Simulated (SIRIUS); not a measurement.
# GaN (F-43m) in SIRIUS: reference runs

How does GaN come out in PBE? The cell is run as given and disturbed.

Program: SIRIUS 7.10.0. These are calculated values, not measurements. Logs are shortened: lines on timing, memory, paths and dates and some standing lists are left out, and cuts for length are marked. The log counts tension as positive stress, the text compression.

**The experiment to reproduce.**

From a printed reference work, textbook, for a bulk crystal of GaN at 0 K: band gap 3.299 eV (direct).

The runs below are set against these values where they give the same quantity.

## Step 1: Starting point

The structure is cubic, space group F-43m (No. 216). The conventional cell has a = 4.507 Å, b = 4.507 Å, c = 4.507 Å, α = 90.00°, β = 90.00°, γ = 90.00°. Ga (site symmetry -43m) has 4 N at 1.95 Å as nearest neighbours. Around N (site symmetry -43m) lie 4 Ga at 1.95 Å.

The cell is a database's computed one.

## Step 2: Single point, PBE

The input, sirius.json:

```json
{
  "control": {
    "processing_unit": "cpu",
    "verbosity": 2,
    "num_bands_to_print": 16,
    "print_forces": true,
    "print_stress": true
  },
  "parameters": {
    "electronic_structure_method": "pseudopotential",
    "xc_functionals": ["XC_GGA_X_PBE", "XC_GGA_C_PBE"],
    "gk_cutoff": 9.2,
    "pw_cutoff": 18.4,
    "ngridk": [10, 10, 10],
    "shiftk": [0, 0, 0],
    "smearing": "fermi_dirac",
    "smearing_width": 0.0018374661,
    "num_bands": 16,
    "num_mag_dims": 0,
    "num_dft_iter": 100,
    "energy_tol": 1e-08,
    "density_tol": 1e-06
  },
  "iterative_solver": {
    "type": "davidson",
    "min_tolerance": 1e-10
  },
  "mixer": {
    "type": "anderson",
    "beta": 0.7,
    "max_history": 8
  },
  "settings": {
    "tol_ne": 1e-10
  },
  "unit_cell": {
    "lattice_vectors": [
      [0.0, 0.707106781187, 0.707106781187],
      [0.707106781187, 0.0, 0.707106781187],
      [0.707106781187, 0.707106781187, 0.0]
    ],
    "lattice_vectors_scale": 6.0224269985,
    "atom_coordinate_units": "lattice",
    "atom_types": ["Ga", "N"],
    "atom_files": {
      "N": "N.json",
      "Ga": "Ga.json"
    },
    "atoms": {
      "Ga": [
        [0.0, 0.0, 0.0]
      ],
      "N": [
        [0.25, 0.25, 0.25]
      ]
    }
  }
}
```

Potentials or basis: PseudoDojo 0.4.1 PBE standard (scalar relativistic).

Command:

```bash
> upf_to_json N.upf
> upf_to_json Ga.upf
> OMP_NUM_THREADS=1 sirius.scf --input=sirius.json --output=out.json --task=0
```

The program printed:

```text
[info] SIRIUS version : 7.10.0
[info] number of MPI ranks           : 1
[info] MPI grid                      : 1 1
[info] maximum number of OMP threads : 1
[fft] FFT context for density and potential
[fft] =====================================
[fft]   comm size                             : 1
[fft]   plane wave cutoff                     : 18.4
[fft]   grid size                             : 40 40 40   total : 64000
[fft]   grid limits                           : -19 20   -19 20   -19 20
[fft]   number of G-vectors within the cutoff : 8181
[fft]   local number of G-vectors             : 8181
[fft]   number of G-shells                    : 470
[fft] FFT context for coarse grid
[fft] =====================================
[fft]   comm size                             : 1
[fft]   plane wave cutoff                     : 18.4
[fft]   grid size                             : 40 40 40   total : 64000
[fft]   grid limits                           : -19 20   -19 20   -19 20
[fft]   number of G-vectors within the cutoff : 8181
[fft]   local number of G-vectors             : 8181
[fft]   number of G-shells                    : 470
[unit cell] lattice vectors
[unit cell]   a1 :       0.0000000000      4.2584989698      4.2584989698
[unit cell]   a2 :       4.2584989698      0.0000000000      4.2584989698
[unit cell]   a3 :       4.2584989698      4.2584989698      0.0000000000
[unit cell] reciprocal lattice vectors
[unit cell]   b1 :      -0.7377230042      0.7377230042      0.7377230042
[unit cell]   b2 :       0.7377230042     -0.7377230042      0.7377230042
[unit cell]   b3 :       0.7377230042      0.7377230042     -0.7377230042
[unit cell] unit cell volume :       154.45416901 [a.u.^3]
[unit cell] 1/sqrt(omega)    :         0.08046373
[unit cell] MT volume        :         0.00000000 ( 0.00%)
[unit cell] IT volume        :       154.45416901 (100.00%)
[unit cell] number of atom types : 2
[unit cell] type id : 0 symbol : Ga mt_radius :  19.010000 num_atoms : 1
[unit cell] type id : 1 symbol :  N mt_radius :  10.570000 num_atoms : 1
[unit cell] total number of atoms : 2
[unit cell] number of symmetry classes : 2
[unit cell] number of PAW atoms : 0
[unit cell] atom id  type id  class id             position                      vector_field
[unit cell] ------------------------------------------------------------------------------------------
[unit cell]      0        0        0      0.00000   0.00000   0.00000      0.00000   0.00000   0.00000
[unit cell]      1        1        1      0.25000   0.25000   0.25000      0.00000   0.00000   0.00000
[unit cell] atom id         position (Cartesian, a.u.)
[unit cell] ---------------------------------------------
[unit cell]      0       0.000000    0.000000    0.000000
[unit cell]      1       2.129249    2.129249    2.129249
[unit cell] class id : 0 atom id : 0
[unit cell] class id : 1 atom id : 1
[unit cell] minimum bond length:     3.687968
[unit cell] total number of pseudo wave-functions: 13
[sym] space group number   : 216
[sym] international symbol : F-43m
[sym] Hall symbol          : F -4 2 3
[sym] space group transformation matrix :
[sym]   0.0000  0.5000  0.5000
[sym]  -0.5000 -0.5000  0.0000
[sym]   0.5000  0.0000  0.5000
[sym] space group origin shift :
[sym]   0.0000  0.0000  0.0000
[sym] number of space group operations  : 24
[sym] number of magnetic group operations : 24
[sym] metric tensor error: 0.0000e+00
[sym] rotation matrix error: 8.9485e-17
[sym] symmetry operations
[... list of symmetry operations ...]
[atom type] label          : Ga
[atom type] --------------------------------------------------------------------------------
[atom type] symbol         : Ga
[atom type] name           :
[atom type] zn             : 13
[... 325 lines left out ...]
[find] Hartree energy of density residual : 6.286554066905e-15
[find] bands are converged : true
[find] iterative solver converged : false
[find] +------------------------------+
[find] | SCF iteration  17 out of 100|
[find] +------------------------------+
[diagonalize] iterative solver tolerance (occupied, empty): 1.33766e-10 1.33766e-10
[diagonalize] average number of iterations: 1.61702
[diagonalize] Lowest band energies
[diagonalize] ik:    0   -0.195350   -0.109349   -0.109349   -0.109349   -0.098085   -0.098085    0.389171    0.389171    0.389171    0.453801    0.769735    0.769735    0.769735    1.036469    1.081538    1.081538
[diagonalize] ik:    1   -0.191392   -0.108859   -0.108859   -0.107831   -0.098129   -0.098129    0.349037    0.385276    0.385276    0.485082    0.751271    0.775685    0.775685    1.033130    1.033130    1.034821
[diagonalize] ik:    2   -0.181564   -0.107730   -0.107730   -0.101502   -0.098077   -0.098077    0.282619    0.375691    0.375691    0.524743    0.722326    0.785194    0.785194    0.993843    1.005266    1.005266
[diagonalize] ik:    3   -0.171475   -0.106739   -0.106739   -0.097570   -0.097570   -0.086275    0.213976    0.364855    0.364855    0.549877    0.708365    0.784104    0.784104    0.968125    1.022987    1.022987
[diagonalize] ik:    4   -0.165723   -0.106325   -0.106325   -0.096742   -0.096742   -0.063392    0.156318    0.356742    0.356742    0.559251    0.708407    0.775687    0.775687    0.962470    1.073713    1.073713
[diagonalize] ...
[diagonalize] ik:   42   -0.158924   -0.105036   -0.101931   -0.098830   -0.097298   -0.028031    0.176429    0.233168    0.302627    0.605292    0.682155    0.772727    0.832854    0.929562    1.095831    1.240705
[diagonalize] ik:   43   -0.158440   -0.105722   -0.100161   -0.098367   -0.095843   -0.030174    0.169023    0.277107    0.278171    0.543828    0.655303    0.813919    0.859735    0.913243    1.209068    1.225128
[diagonalize] ik:   44   -0.159353   -0.104430   -0.103160   -0.098742   -0.097052   -0.034621    0.180036    0.252758    0.293465    0.614618    0.680824    0.746851    0.836490    0.937754    1.102916    1.237070
[diagonalize] ik:   45   -0.158740   -0.104565   -0.102814   -0.098169   -0.097474   -0.026783    0.176852    0.243653    0.282539    0.622216    0.685922    0.757070    0.820301    0.946189    1.089489    1.248461
[diagonalize] ik:   46   -0.158355   -0.104410   -0.102692   -0.098038   -0.097058   -0.024483    0.178438    0.257585    0.258898    0.604121    0.691022    0.784340    0.801327    0.942180    1.117843    1.245314
[find] Charges and magnetic moments
[find] --------------------------------------------------------------------------------
[find] total charge          : 18.000000
[find] Energy
[find] --------------------------------------------------------------------------------
[find] valence_eval_sum               :       0.38752891
[find] <rho|V^{XC}>                   :     -16.97417137
[find] <rho|E^{XC}>                   :     -24.06745258
[find] <mag|B^{XC}>                   :       0.00000000
[find] <rho|V^{H}>                    :      43.67398606
[find] one-electron contribution      :     -26.31228578 (Ha),     -52.62457155 (Ry)
[find] hartree contribution           :      21.83699303
[find] xc contribution                :     -24.06745258
[find] ewald contribution             :     -58.33715856
[find] PAW contribution               :       0.00000000
[find] smearing (-TS)                 :      -0.00000000
[find] SCF correction                 :      -0.00000020
[find] Total energy                   :     -86.87990409 (Ha),    -173.75980818 (Ry)
[find] Free energy (E-TS)             :     -86.87990409 (Ha),    -173.75980818 (Ry)
[find] band gap (eV)                  :       1.75868262
[find] Efermi                         :       0.42318270
[find] iteration : 17, RMS : 8.251584812592e-10, energy difference : -3.325340003357e-12
[find] Hartree energy of density residual : 7.474851644808e-16
[find] bands are converged : true
[find] iterative solver converged : true
[find] converged after 18 SCF iterations!
[find] Charges and magnetic moments
[find] --------------------------------------------------------------------------------
[find] total charge          : 18.000000
[find] Energy
[find] --------------------------------------------------------------------------------
[find] valence_eval_sum               :       0.38752891
[find] <rho|V^{XC}>                   :     -16.97417137
[find] <rho|E^{XC}>                   :     -24.06745258
[find] <mag|B^{XC}>                   :       0.00000000
[find] <rho|V^{H}>                    :      43.67398606
[find] one-electron contribution      :     -26.31228578 (Ha),     -52.62457155 (Ry)
[find] hartree contribution           :      21.83699303
[find] xc contribution                :     -24.06745258
[find] ewald contribution             :     -58.33715856
[find] PAW contribution               :       0.00000000
[find] smearing (-TS)                 :      -0.00000000
[find] SCF correction                 :      -0.00000020
[find] Total energy                   :     -86.87990409 (Ha),    -173.75980818 (Ry)
[find] Free energy (E-TS)             :     -86.87990409 (Ha),    -173.75980818 (Ry)
[find] band gap (eV)                  :       1.75868262
[find] Efermi                         :       0.42318270
[ground_state] === stress tensor components [kbar] ===
[ground_state] === stress_kin ===
[ground_state] -89050.336194   -0.000000    0.000000
[ground_state]    -0.000000-89050.336194    0.000000
[ground_state]     0.000000    0.000000-89050.336194
[ground_state] === stress_har ===
[ground_state] -13865.308954   -0.000000    0.000000
[ground_state]    -0.000000-13865.308954    0.000000
[ground_state]     0.000000    0.000000-13865.308954
[ground_state] === stress_ewald ===
[ground_state] 37040.939007    0.000000   -0.000000
[ground_state]     0.00000037040.939007   -0.000000
[ground_state]    -0.000000   -0.00000037040.939007
[ground_state] === stress_vloc ===
[ground_state] -4910.220707   -0.000000    0.000000
[ground_state]    -0.000000-4910.220707    0.000000
[ground_state]     0.000000    0.000000-4910.220707
[ground_state] === stress_xc ===
[ground_state] -12933.867121   -0.000000    0.000000
[ground_state]    -0.000000-12933.867121    0.000000
[ground_state]     0.000000    0.000000-12933.867121
[ground_state] === stress_core ===
[ground_state] 23848.866725    0.000000   -0.000000
[ground_state]     0.00000023848.866725   -0.000000
[ground_state]    -0.000000   -0.00000023848.866725
[ground_state] === stress_nonloc ===
[ground_state] 59818.020166    0.000000    0.000000
[ground_state]     0.00000059818.020166   -0.000000
[ground_state]     0.000000   -0.00000059818.020166
[ground_state] === stress_us_nl ===
[ground_state] 59818.020166    0.000000    0.000000
[ground_state]     0.00000059818.020166   -0.000000
[ground_state]     0.000000   -0.00000059818.020166
[ground_state] === stress_total ===
[ground_state]   -51.907077    0.000000   -0.000000
[ground_state]     0.000000  -51.907077   -0.000000
[ground_state]    -0.000000   -0.000000  -51.907077
[ground_state] ==== total Forces in Ha/bohr =====
[ground_state] atom:    0, force:      -0.0000000     -0.0000000      0.0000000
[ground_state] atom:    1, force:       0.0000000     -0.0000000      0.0000000
[ground_state] ==== ultrasoft contribution from Qij =====
[ground_state] atom:    0, force:       0.0000000      0.0000000      0.0000000
[ground_state] atom:    1, force:       0.0000000      0.0000000      0.0000000
[ground_state] ==== non-local contribution from Beta-projector =====
[ground_state] atom:    0, force:       0.0000000      0.0000000      0.0000000
[ground_state] atom:    1, force:       0.0000000      0.0000000      0.0000000
[ground_state] ==== contribution from local potential =====
[ground_state] atom:    0, force:      -0.0000000      0.0000000      0.0000000
[ground_state] atom:    1, force:       0.0000000      0.0000000      0.0000000
[ground_state] ==== contribution from core density =====
[ground_state] atom:    0, force:       0.0000000      0.0000000      0.0000000
[ground_state] atom:    1, force:       0.0000000      0.0000000      0.0000000
[ground_state] ==== Ewald forces from ions =====
[ground_state] atom:    0, force:       0.0000000     -0.0000000      0.0000000
[ground_state] atom:    1, force:       0.0000000     -0.0000000      0.0000000
[~DFT_ground_state] local op. applied: 27198
[~DFT_ground_state] evp. work count: 6427.1
[~DFT_ground_state] number of iterative solver steps: 1942
```

It took 48 s on 1 thread of Arm Neoverse V1, shared host; peak memory 0.26 GiB.

Results:

* Free energy: -2364.1226 eV
* Pressure: 5.2 GPa
* Band gap on the k mesh: 1.76 eV

(Part 1 of 2 ends here.)
